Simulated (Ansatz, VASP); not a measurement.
# Two plane-wave programs on Mo

```
Mo
1.0
     4.55068    0.00000    0.00000
    -2.27534    3.94101    0.00000
     0.00000    0.00000    2.50949
Mo
3
Direct
  0.00000 0.00000 0.00000
  0.33333 0.66667 0.50000
  0.66667 0.33333 0.50000
```

Alike in both runs: functional LDA; k mesh 8 × 8 × 12; occupations fermi-dirac, width 0.05 eV; no spin polarisation.

Ansatz relaxed the structure, and its values are those at the end. VASP's run is a single point on that final structure, the one shown.

```csv
,VASP,Ansatz
version,VASP 6.6.1,Ansatz 0.2.0
potentials or method,"VASP PAW LDA potentials, release 64 (Mo_sv)","PAW with Ansatz's default frozen-core files, scalar-relativistic"
plane-wave cutoff (eV),520,420
valence electrons in the cell,42,42
```

|  | VASP | Ansatz | Ansatz less VASP |
| --- | --- | --- | --- |
| pressure (GPa) | 7.8 | 6.5 | -1.26 |
